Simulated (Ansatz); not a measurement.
CuO (Tenorite): equation of state with r2SCAN

Crystal: CuO (Tenorite).

```
Cu O
1.0
     2.34185   -1.71130    0.00000
     2.34185    1.71130    0.00000
    -0.85003    0.00000    5.05787
Cu O
2 2
Direct
  0.50000 0.00000 0.50000
  0.00000 0.50000 0.00000
  0.41840 0.58160 0.75000
  0.58160 0.41840 0.25000
```

| Property | Result |
| --- | --- |
| Program | Ansatz 0.2.0 |
| Task | equation of state |
| Functional | r2SCAN |
| Potentials or basis | Ansatz PAW |
| Cutoff | 500 eV |
| Density cutoff | 2000 eV |
| k mesh | 10 × 10 × 5 |
| Occupations | fermi-dirac, width 0.05 eV |
| Spin | no spin polarisation |

The equilibrium volume is 10.06 Å³/atom and the bulk modulus at fixed shape and positions is 187 GPa. The pressure derivative of the bulk modulus is 4.6.

Energy against volume, from the lowest point:
| volume (Å³/atom) | energy (meV/atom) |
| --- | --- |
| 9.527 | 18.20 |
| 9.730 | 6.59 |
| 9.932 | 0.73 |
| 10.135 | 0.00 |
| 10.338 | 3.85 |
| 10.540 | 11.80 |
| 10.743 | 23.41 |

All runs of the series together: 75 s on 2 threads of Arm Neoverse V1 (shared host).

Caveat: the cell was scaled at fixed shape and fractional positions, which overstates the stiffness of a crystal with free parameters, most of all of layers and chains; the PAW data sets were made with another functional, which shifts forces and pressure a little; the run has no spin polarisation, though such a crystal can be magnetic.
